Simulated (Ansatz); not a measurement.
**GaN: enthalpy against pressure**

GaN, P6_3mc, a = 3.218 Å, c = 5.243 Å. Ansatz: PBE, PAW, 420 eV, Γ-centred 12×12×6 mesh on 4 atoms, Gaussian smearing 0.02 eV; no spin polarisation. Cell and atoms are relaxed at each pressure, and no other structure is tried; the real crystal is known to change phase within this range, so the rows at high pressure are metastable. y is the enthalpy over the state at zero pressure; there V0 = 11.758 Å³/atom. The pressures are the targets, met within 0.07 GPa.

| P (GPa) | y (eV/atom) |
| --- | --- |
| -3.0 | -0.2221 |
| 0.0 | 0.0000 |
| 3.0 | 0.2183 |
| 8.0 | 0.5745 |
| 15.0 | ? |
| 30.0 | 2.0520 |
| 60.0 | 3.8987 |

Question: Fit y = c1 P + c2 P² + c3 P³ to the other rows, say what c1 and c2 mean, and predict the missing value.

Answer: Least squares on the rows shown. y = 0.073309 P − 0.00018855 P² + 8.2839×10⁻⁷ P³. Since dH/dP = V, c1 is V0: 0.073309 eV/GPa × 160.2 = 11.744 Å³ against 11.758; c2 = −V0/(2B0) gives B0 = 194 GPa, where a Birch–Murnaghan fit to the volumes of the same runs (not shown) gives 172 GPa: a cubic over this range folds the higher terms into c2. At P = 15.0 the fit asked for gives 1.0600 eV/atom. The run gave 1.0591 eV/atom, so the fit is 0.0009 eV/atom too high, 0.022 % of the span of the series, against an rms of 0.0003 eV/atom on the fitted rows. With a term in P⁴ added, a fit to the same known rows predicts 1.0589 eV/atom, so most of the miss is curvature that the known rows already hold.